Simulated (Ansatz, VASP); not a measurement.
# BP: VASP beside Ansatz

One calculation is typed for both programs; each brings its own data sets and cutoff. How far apart do they land?

Main program and level: Ansatz 0.2.0; plane waves, with VASP 6.6.1 beside it; single point at HSE06.

## (1) The starting structure

It takes space group F-43m (No. 216, cubic). Conventional cell: a = 4.627 Å, b = 4.627 Å, c = 4.627 Å, α = 90.00°, β = 90.00°, γ = 90.00°. Nearest to P lie 4 B at 2.00 Å. B has 4 P at 2.00 Å nearest. Farther neighbours are not listed.

## (2) Ansatz: single point, HSE06

Ansatz runs on its default PAW (the set named soft_2) files.

With cell and atoms fixed, the geometry can't cause a difference; cores, projectors, grids and the points listed under the comparison can.

The input, input.yaml:

```yaml
crystal:
  lattice:
    - [0.0, 2.3135014941, 2.3135014941]
    - [2.3135014941, 0.0, 2.3135014941]
    - [2.3135014941, 2.3135014941, 0.0]
  atoms:
    - { symbol: P, position: [0.75, 0.75, 0.75] }
    - { symbol: B, position: [0.0, 0.0, 0.0] }
hamiltonian:
  xc: { exchange: pbe, correlation: pbe, exx: { coeff: 0.25, omega: 0.2 } }
  pseudopotentials: { kind: paw }
kpoints:
  mp_grid: { grid: [6, 6, 6] }
scf:
  occupations: { method: gaussian, width: 0.05 }
  n_extra_bands: 4
output:
  forces: true
  stress: true
  eigenvalues: true
  write_density: true
  write_potential: true
  elf: true
  volumetric_format: npy
```

Run with:

```sh
> ansatz run input.yaml --threads 4 --pin off --max-ram 9216MiB --backend cpu --events-out ev --progress --plain --runs-dir out
```

Numbers of over 12 decimals in the logs are rounded to 6 here.

The log of the run:

```text
Warning: output.stress: scf.convergence.dr2_threshold = 1e-7 eV (the SCF's general default) is looser than the 2e-10 eV advised for a printed stress (1e-10 eV for each atom of the cell: 2). What an SCF threshold leaves in a stress goes as its square root, and in the free energy as the threshold itself, and one threshold admits the most on a small cell: [figures from the program's tests cut] Set scf.convergence.dr2_threshold to 2e-10 eV or tighter. The threshold is an SCF's pass mark: one that does not reach it within its budget of iterations ends unconverged, or closes short of it on a stop that the run arms, and scf.convergence.dr2_threshold's page says what that costs each kind of run
Warning: output.stress: scf.exx.energy_threshold = 1e-6 eV is looser than the 2e-8 eV advised for a stress under a hybrid functional (1e-8 eV for each atom of the cell: 2). Every SCF of the exchange loop can meet its threshold on dr2 while the loop round them stops early: no threshold on dr2 bounds what that leaves in the stress. Set scf.exx.energy_threshold to 2e-8 eV or tighter. The threshold is the loop's pass mark: a loop that does not reach it within its budget of cycles ends unconverged, and scf.exx.energy_threshold's page has the law
scf.n_extra_bands = 4 over 4 filled bands (N_el = 8.0): the run solves 8 bands
Engine: ansatz 0.2.0, aarch64-unknown-linux-gnu
Pseudopotentials: kind: paw
Pseudopotential: P, paw, valence charge 5, recommended cutoff 420 eV (normal), P.paw.azcp
Pseudopotential: B, paw, valence charge 3, recommended cutoff 420 eV (normal), B.paw.azcp
Functional definition: unnamed
  parameter a_1 = 0.25
  parameter omega_1 = 0.2/angstrom
  exchange = pbe_x + (-a_1)*pbe_x_sr(omega_1) + a_1*exact_x_sr(omega_1)
  correlation = pbe_c
Crystal: 2 atoms, lattice volume = 24.765 Å³
Basis set: ecut = 420 eV, 531 PW (Γ), exchange–correlation on 48×48×48 points (8 copies of the dense FFT grid, shifted against one another)
Bands: 8, of which v1, the nominal top of the filled ones, is band 4 counted from 1 (3 counted from 0)
Symmetry: 24 space group operations
Space group: F-43m (ITA 216), of the structure as read, at distance tolerance 2.9e-5 Å
k-points: 16 of 216 (time reversal used)
Non-local potential: P, projectors of the file, l = 0: 2, l = 1: 2, l = 2: 2
Non-local potential: B, projectors of the file, l = 0: 2, l = 1: 2, l = 2: 1
PAW form: soft (Blöchl's): semilocal exchange-correlation on the pseudo side does not see the compensation charge
PAW frozen core: P, regenerated for the run's functional, and the local potential with it (the file was generated under x = pbe(κ = 0.804, μ = 0.219515), c = pbe(β = 0.066725))
PAW frozen core: B, regenerated for the run's functional, and the local potential with it (the file was generated under x = pbe(κ = 0.804, μ = 0.219515), c = pbe(β = 0.066725))
PAW one-centre angular grid: P, 110 points (default); XC on 64 Gauss nodes
PAW one-centre angular grid: B, 110 points (default); XC on 64 Gauss nodes
Initial density: superposition of atomic densities (neutral atoms: chi_scale 0, normalization atom), corrected by the library's trained network
Initial wavefunctions: pseudopotential atomic-orbital guess
Functional: x = pbe(κ = 0.804, μ = 0.219515), c = pbe(β = 0.066725), warm-up for x = pbe(κ = 0.804, μ = 0.219515) + 0.25 (exact − pbe) at short range (hse, ω = 0.2 Å⁻¹), c = pbe(β = 0.066725)
SCF iter   1: F=—  HF=-912.397528 eV  |F-HF|=—  |Δ(HF+E_count)|=         —  Δρ=8.77e-4  dr2=4.89e-5  ethr=1.77e-3  ⟨swp⟩=2.0  Hψ=885  notcnv=0
preconditioner: auto → none  [insulator: Δε(μ)=1.435 eV  Ē_g=12.371 eV  σ=0.050 eV  W_gap=1.00  n_scr=0 (ndim 8)  ℏωp=21.1 eV  f_vac=0.000  D(μ)=0.00/eV (n_scr^D=0)]
SCF iter   2: F=-912.397633 eV  HF=-912.397604 eV  |F-HF|=2.88e-5  |Δ(HF+E_count)|=   7.65e-5  Δρ=4.30e-4  dr2=8.80e-6  ethr=6.11e-7  ⟨swp⟩=2.2  Hψ=208  notcnv=0
SCF 1 stopped early in 2 iterations: F = -912.397633 eV  dr2 = 8.80e-6
  greatest PAW one-centre occupation: 0.771 electrons in one spin orbital (limit 2), on the P atom at site 0 (counted from 0), in its partial waves of l = 0
Initial density: handed on by an earlier stage of this run
Initial wavefunctions: those handed on with the density
Functional: x = pbe(κ = 0.804, μ = 0.219515) + 0.25 (exact − pbe) at short range (hse, ω = 0.2 Å⁻¹), c = pbe(β = 0.066725)
Exchange kernel: α = 0.2500, screened, ω = 0.2000 Å⁻¹, Wigner–Seitz truncation, v(0) = 1125.4055 eV·Å³, q-mesh 6×6×6, nearest image of the exchange supercell L = 19.63 Å, pair-density grid 12×12×12, without the augmentation charges, whose exchange is taken in its separable form by FFT convolution over the k-point mesh (sized by the pseudopotential files, 18×18×18 at the most), smooth part of the exact exchange by density-matrix convolution
Frozen-core exchange: fock
SCF iter   1: F=—  HF=-913.064832 eV  |F-HF|=—  |Δ(HF+E_count)|=         —  Δρ=4.51e-3  dr2=3.09e-3  ethr=1.10e-6  ⟨swp⟩=7.2  Hψ=700  notcnv=0
preconditioner: auto → none  [insulator: Δε(μ)=2.139 eV  Ē_g=14.155 eV  σ=0.050 eV  W_gap=1.00  n_scr=0 (ndim 8)  ℏωp=21.1 eV  f_vac=0.000  D(μ)=0.00/eV (n_scr^D=0)]
SCF iter   2: F=—  HF=-913.063589 eV  |F-HF|=—  |Δ(HF+E_count)|=   1.24e-3  Δρ=1.98e-3  dr2=6.63e-4  ethr=1.10e-6  ⟨swp⟩=3.1  Hψ=259  notcnv=0
SCF iter   3: F=—  HF=-913.065591 eV  |F-HF|=—  |Δ(HF+E_count)|=   2.00e-3  Δρ=7.31e-4  dr2=7.50e-5  ethr=1.10e-6  ⟨swp⟩=3.6  Hψ=284  notcnv=0
iter 4 solved again at ethr=1.59e-8 eV; its pass at ethr=8.66e-7 eV (dr2=1.27e-6 eV) is discarded
SCF iter   4: F=—  HF=-913.065565 eV  |F-HF|=—  |Δ(HF+E_count)|=   2.63e-5  Δρ=9.67e-5  dr2=4.74e-6  ethr=1.59e-8  ⟨swp⟩=3.2  Hψ=512  notcnv=0
SCF iter   5: F=-913.065592 eV  HF=-913.065593 eV  |F-HF|=7.26e-7  |Δ(HF+E_count)|=   2.83e-5  Δρ=8.66e-5  dr2=1.38e-6  ethr=1.59e-8  ⟨swp⟩=3.9  Hψ=293  notcnv=0
SCF 2 stopped early in 5 iterations: F = -913.065592 eV  dr2 = 1.38e-6
  greatest PAW one-centre occupation: 0.767 electrons in one spin orbital (limit 2), on the P atom at site 0 (counted from 0), in its partial waves of l = 0
hybrid outer 1: dexx = +2.522e-3 eV, tail = 4.06e-6 eV
Exchange kernel: α = 0.2500, screened, ω = 0.2000 Å⁻¹, Wigner–Seitz truncation, v(0) = 1125.4055 eV·Å³, q-mesh 6×6×6, nearest image of the exchange supercell L = 19.63 Å, pair-density grid 12×12×12, without the augmentation charges, whose exchange is taken in its separable form by FFT convolution over the k-point mesh (sized by the pseudopotential files, 18×18×18 at the most), smooth part of the exact exchange by density-matrix convolution
Frozen-core exchange: fock
SCF iter   1: F=—  HF=-913.065586 eV  |F-HF|=—  |Δ(HF+E_count)|=         —  Δρ=1.69e-5  dr2=7.37e-8  ethr=2.54e-7  ⟨swp⟩=4.4  Hψ=344  notcnv=0
preconditioner: auto → none  [insulator: Δε(μ)=2.194 eV  Ē_g=14.166 eV  σ=0.050 eV  W_gap=1.00  n_scr=0 (ndim 8)  ℏωp=21.1 eV  f_vac=0.000  D(μ)=0.00/eV (n_scr^D=0)]
SCF iter   2: F=-913.065586 eV  HF=-913.065586 eV  |F-HF|=5.13e-10  |Δ(HF+E_count)|=   1.50e-8  Δρ=5.36e-6  dr2=4.77e-9  ethr=8.97e-10  ⟨swp⟩=3.0  Hψ=253  notcnv=0
SCF 3 converged in 2 iterations: F = -913.065586 eV  dr2 = 4.77e-9
  Residual-converged pass: ⟨swp⟩=3.0  Hψ=250  notcnv=0  max |occ|·‖R‖ = 2.3e-6 eV (tolerance 2.4e-6 eV)  dr2=4.80e-9  dr2_onsite=1.45e-10  max |Δocc| = 5.9e-218
hybrid outer 2: dexx = +2.685e-8 eV, tail = 1.01e-8 eV, Δε = 1.73e-3 eV (about 1.37e-4 eV left of the loop's levels)
hybrid SCF converged: 2 outer / 7 inner (+2 warm-up), last move |dexx| = 2.68e-8 eV, tail = 1.01e-8 eV
Stability not checked: this state was not tested for a lower state beside it, because the functional holds exact exchange (a hybrid, or Hartree-Fock), whose exchange loop this test does not read (fock_operator; see scf.lower_state_search)
Free energy (F): -913.065586 eV
Frozen-core exchange: fock
Harris-Foulkes:  -913.065586 eV  (|F-HF|=5.13e-10)
Internal energy: -913.065586 eV  (E = F + TS)
E sigma→0 (E₀):  -913.065586 eV
Fermi energy:    9.160426 eV
--- Per-component energies (eV) ---
  E_band       = 9.142793
  E_kinetic    = 118.641287
  E_local      = -71.005520  (includes V_loc(G=0)·N_el)
  E_nonlocal   = 43.871189
  E_hartree    = 17.748252
  E_xc         = -76.563520
  E_vxc        = -80.488237  (∫ρ·V_xc dr)
  E_exx        = -13.621978  (= α·E_x^exact, valence–valence)
  E_paw        = -652.047093  (= ΣΔE_a)
  E_vpaw       = -10.128369  (= ΣTr[D̂ρ^β])
  E_aug_tail   = 0.000000  (compensation charges beyond the density's cutoff)
  E_ewald      = -279.999929
  E_core_change = -0.088275  (= ΣΔE_core)
  E_smearing   = -0.000000  (= −TS)
  E_closure    = -0.000000  (closes the sum)
  Σ components = -913.065586   (vs F -913.065586, Δ=0.00e0)
--- Forces (eV/Å), atoms counted from 1 ---
  atom   1  P      0.00000000    -0.00000000     0.00000000
  atom   2  B     -0.00000000     0.00000000    -0.00000000
  max |Σ_I F_I| component: 2.96e-16 eV/Å
--- Stress (GPa, compression-positive) ---
      -10.322429       0.000000      -0.000000
        0.000000     -10.322429       0.000000
       -0.000000       0.000000     -10.322429
  P = ⅓ Tr σ = -10.3224 GPa (-103.224 kbar)
--- Band table (eV; the first three rows and the last of 16) ---
  k-point 0: bands = ["-8.4842", "8.0637", "8.0637", "8.0637", "12.3383", "12.3383", "12.3383", "15.8547"]
  k-point 1: bands = ["-7.9633", "5.0825", "7.3907", "7.3907", "12.8328", "13.2636", "13.2636", "17.3693"]
  k-point 2: bands = ["-6.4858", "0.9121", "6.5288", "6.5288", "12.6033", "13.8850", "13.8850", "19.1807"]
  k-point 15: bands = ["-3.2295", "-0.8442", "2.5939", "2.7374", "12.8185", "13.3596", "18.2097", "18.8159"]
```

The job ended after 6.2 s (4 threads of Arm Neoverse N1, shared host; peak memory 0.64 GiB).

The run ends at a pressure of -10.32 GPa.

## (3) VASP: single point, HSE06

The same cell, functional, mesh and smearing now go to VASP, with its own data sets and cutoff.

Lines of VASP's logs that name or quote its potential files are left out, and so is its time.

The run reads the wave functions of an earlier VASP run, which isn't shown here.

The input, INCAR:

```
SYSTEM = BP
PREC = Accurate
ENCUT = 440
EDIFF = 1E-06
NELM = 100
ISMEAR = 0
SIGMA = 0.05
LREAL = .FALSE.
ALGO = Normal
LHFCALC = .TRUE.
AEXX = 0.25
GGA = PE
HFSCREEN = 0.2
LASPH = .TRUE.
NBANDS = 10
PRECFOCK = Fast
LWAVE = .FALSE.
LCHARG = .FALSE.
KPAR = 8
```

The input, POSCAR:

```
BP
1.0
    0.0000000000      2.3135014941      2.3135014941
    2.3135014941      0.0000000000      2.3135014941
    2.3135014941      2.3135014941      0.0000000000
P B
1 1
Direct
    0.7500000000      0.7500000000      0.7500000000
    0.0000000000      0.0000000000      0.0000000000
```

The input, KPOINTS:

```
Automatic mesh
0
Gamma
6 6 6
0 0 0
```

Potentials, in the order of the species: P_GW and B_GW (PBE family, release 64).

Run with:

```sh
> mpirun -np 8 vasp_std
```

The log of the run:

```text
[banner, memory and clock lines left out]
running    8 mpi-ranks, on    1 nodes
 distrk:  each k-point on    1 cores,    8 groups
 distr:  one band on    1 cores,    1 groups

 POSCAR found type information on POSCAR P B
 POSCAR found :  2 types and       2 ions
|                                                                             |
|           W    W    AA    RRRRR   N    N  II  N    N   GGGG   !!!           |
|           W    W   A  A   R    R  NN   N  II  NN   N  G    G  !!!           |
|           W    W  A    A  R    R  N N  N  II  N N  N  G       !!!           |
|           W WW W  AAAAAA  RRRRR   N  N N  II  N  N N  G  GGG   !            |
|           WW  WW  A    A  R   R   N   NN  II  N   NN  G    G                |
|           W    W  A    A  R    R  N    N  II  N    N   GGGG   !!!           |
|                                                                             |
|     For optimal performance we recommend to set                             |
|       NCORE = 2 up to number-of-cores-per-socket                            |
|     NCORE specifies how many cores store one orbital (NPAR=cpu/NCORE).      |
|     This setting can greatly improve the performance of VASP for DFT.       |
|     The default, NCORE=1 might be grossly inefficient on modern             |
|     multi-core architectures or massively parallel machines. Do your        |
|     Unfortunately you need to use the default for GW and RPA                |
|     calculations (for HF NCORE is supported but not extensively tested      |
|     yet).                                                                   |
|                                                                             |

 LDA part: xc-table for (Slater+PW92), standard interpolation
 found WAVECAR, reading the header
 POSCAR, INCAR and KPOINTS ok, starting setup
 FFT: planning ... GRIDC
 FFT: planning ... GRID_SOFT
 FFT: planning ... GRID
 reading WAVECAR
 the WAVECAR file was read successfully
 initial charge from wavefunction
 entering main loop
       N       E                     dE             d eps       ncg     rms          rms(c)
DAV:   1    -0.147761522708E+02   -0.14776E+02   -0.27274E-01   450   0.453E+00    0.240E-01
DAV:   2    -0.147776580642E+02   -0.15058E-02   -0.50838E-03   400   0.542E-01    0.166E-01
DAV:   3    -0.147772665593E+02    0.39150E-03   -0.42243E-04   482   0.183E-01    0.998E-02
DAV:   4    -0.147771268584E+02    0.13970E-03   -0.65588E-05   498   0.746E-02    0.592E-02
DAV:   5    -0.147770789861E+02    0.47872E-04   -0.17339E-05   462   0.366E-02    0.349E-02
DAV:   6    -0.147770629415E+02    0.16045E-04   -0.64058E-06   466   0.203E-02    0.205E-02
DAV:   7    -0.147770577842E+02    0.51573E-05   -0.17012E-06   240   0.118E-02    0.122E-02
DAV:   8    -0.147770561641E+02    0.16202E-05   -0.96914E-07   224   0.872E-03    0.708E-03
DAV:   9    -0.147770556004E+02    0.56367E-06   -0.36367E-07   194   0.700E-03
   1 F= -.14777056E+02 E0= -.14777056E+02  d E =-.354693E-16
```

From OUTCAR (step 3):

```text
ion  position               nearest neighbor table
   1  0.750  0.750  0.750-   2 2.00   2 2.00   2 2.00   2 2.00
   2  0.000  0.000  0.000-   1 2.00   1 2.00   1 2.00   1 2.00

  LATTYP: Found a face centered cubic cell.
 ALAT       =     4.6270029882

 Subroutine GETGRP returns: Found 24 space group operations
 (whereof 24 operations were pure point group operations)

The static configuration has the point symmetry T_d .

 Found     16 irreducible k-points:

   k-points           NKPTS =     16   k-points in BZ     NKDIM =    216   number of bands    NBANDS=     10

   dimension x,y,z NGX =    24 NGY =   24 NGZ =   24
   dimension x,y,z NGXF=    48 NGYF=   48 NGZF=   48

   ENCUT  =  440.0 eV  32.34 Ry    5.69 a.u.   5.60  5.60  5.60*2*pi/ulx,y,z

   NELECT =       8.0000    total number of electrons

 k-points in reciprocal lattice and weights: Automatic mesh
   0.00000000  0.00000000  0.00000000       0.005
   0.16666667  0.00000000  0.00000000       0.037
   0.33333333  0.00000000  0.00000000       0.037
   0.50000000  0.00000000  0.00000000       0.019
   0.16666667  0.16666667  0.00000000       0.028
   0.33333333  0.16666667  0.00000000       0.111
   0.50000000  0.16666667  0.00000000       0.111
  -0.33333333  0.16666667  0.00000000       0.111
  -0.16666667  0.16666667  0.00000000       0.056
[...]
-0.33333333  0.33333333  0.16666667       0.111
  -0.33333333  0.50000000  0.16666667       0.056

  exchange ACFDT corr.  =         0.00000000  see jH, gK, PRB 81, 115126

 average (electrostatic) potential at core
       1 -69.5046       2 -23.9430

 E-fermi :   6.3159

 k-point     1 :       0.0000    0.0000    0.0000
  band No.  band energies     occupation
      1     -10.5058      2.00000
      2       6.0419      2.00000
      3       6.0419      2.00000
      4       6.0419      2.00000
      5      10.3189      0.00000
      6      10.3189      0.00000
      7      10.3189      0.00000
      8      13.8143      0.00000
      9      18.2593      0.00000
    ...

 k-point     2 :       0.1667    0.0000    0.0000
  band No.  band energies     occupation
      1      -9.9849      2.00000
      2       3.0598      2.00000
      3       5.3691      2.00000
      4       5.3691      2.00000
      5      10.8090      0.00000
      6      11.2442      0.00000
      7      11.2442      0.00000
      8      15.3405      0.00000
      9      18.0583      0.00000
    ...

 k-point     3 :       0.3333    0.0000    0.0000
  band No.  band energies     occupation
      1      -8.5082      2.00000
      2      -1.1094      2.00000
      3       4.5077      2.00000
      4       4.5077      2.00000
      5      10.5759      0.00000
      6      11.8675      0.00000
      7      11.8675      0.00000
      8      17.1724      0.00000
      9      19.0071      0.00000
    ...

  energy-cutoff  :      440.00
  volume of cell :       24.77
      direct lattice vectors                 reciprocal lattice vectors
     0.000000000  2.313501494  2.313501494    -0.216122618  0.216122618  0.216122618
     2.313501494  0.000000000  2.313501494     0.216122618 -0.216122618  0.216122618
     2.313501494  2.313501494  0.000000000     0.216122618  0.216122618 -0.216122618

 POSITION                                       TOTAL-FORCE (eV/Angst)
 -----------------------------------------------------------------------------------
      3.47025      3.47025      3.47025         0.000000      0.000000      0.000000
      0.00000      0.00000      0.00000        -0.000000     -0.000000     -0.000000
 -----------------------------------------------------------------------------------
    total drift:                                0.000000     -0.000000     -0.000001

  FREE ENERGIE OF THE ION-ELECTRON SYSTEM (eV)
  ---------------------------------------------------
  free  energy   TOTEN  =       -14.7770556004 eV

  energy  without entropy=      -14.7770556004  energy(sigma->0) =      -14.77705560

[... 3 further parts left out ...]
```

## (4) Side by side

Known differences besides the potentials themselves: exact exchange at q = 0 is treated differently, which shows on coarse meshes; VASP keeps PBE cores, Ansatz makes them for the functional; the cutoff is 420 eV in Ansatz and 440 eV in VASP; VASP takes a coarser grid for exact exchange (PRECFOCK = Fast). Total energies have different zeros and are not compared.

Compared:

| quantity | Ansatz | VASP | difference |
| --- | --- | --- | --- |
| gap on the k mesh (eV) | 2.194 | 2.201 | -0.008 |

A gap on the mesh is an upper bound, since the band edges may lie between its points.

## (5) Results

```json
{"difference in gap on the k mesh (single point, HSE06)": "-0.0077 eV"}
```

In words: The difference in gap on the k mesh is -0.0077 eV (single point, HSE06), within the 0.08 eV picked in this series as the mark of a large difference. How closely two codes agree says nothing of how well the functional describes the real material.

[Lines on the potential files, build, host, timing and source positions are cut from VASP's logs without a mark.]

[Logs are printed without paths, hosts, clocks, repeated set-up lines and the standing remarks that a program may print on its own settings, such as how far it seeks lower states.]

[Hosts, paths, dates, database ids (printed as entryN), source tags and the programs' standing remarks are cut or masked in the printed files.]
